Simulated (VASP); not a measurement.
Write the native input for VASP 6.6.1 that does the following.

```
Task                   : single point
Functional             : RPBE
Potentials or basis    : VASP PAW PBE potentials, release 64 (Zn, Cu)
Cutoff                 : 520 eV
k mesh                 : 9 × 9 × 9
Occupations            : gaussian, width 0.02 eV
Spin                   : no spin polarisation
Dipole correction      : no
Further INCAR settings : ALGO = Normal; EDIFF = 1e-06; NBANDS = 18
```

The structure of ZnCu lies in POSCAR:

```
ZnCu
1.0
    2.9450000000      0.0000000000      0.0000000000
    0.0000000000      2.9450000000      0.0000000000
    0.0000000000      0.0000000000      2.9450000000
Zn Cu
1 1
Direct
    0.5000000000      0.5000000000      0.5000000000
    0.0000000000      0.0000000000      0.0000000000
```

The input as run:

INCAR

```
  PREC = Accurate
  ENCUT = 520
  EDIFF = 1E-6
  ISMEAR = 0
  SIGMA = 0.02
  LREAL = False
  LASPH = True
  NELM = 100
  ALGO = Normal
  ISIF = 2
  LWAVE = False
  LCHARG = False
  GGA = RP
  NBANDS = 18
```

KPOINTS

```
regular mesh
0
Gamma
  9 9 9
```

Potentials or basis: VASP PAW PBE potentials, release 64 (Zn, Cu).

Run with:

```console
$ cat potpaw_PBE.64/Zn/POTCAR potpaw_PBE.64/Cu/POTCAR > POTCAR
$ mpirun -np 1 vasp_std > vasp.out
```

It gave:

```json
{
  "Pressure": "7.3 GPa",
  "Band gap on the k mesh": "none (metal or under the smearing width)"
}
```

Caveat: the PAW data sets were made with another functional, which shifts forces and pressure a little.

It took 9.5 s on 1 thread of Intel(R) Xeon(R) 6975P-C (Granite Rapids), on a shared host, peak memory 0.13 GiB.
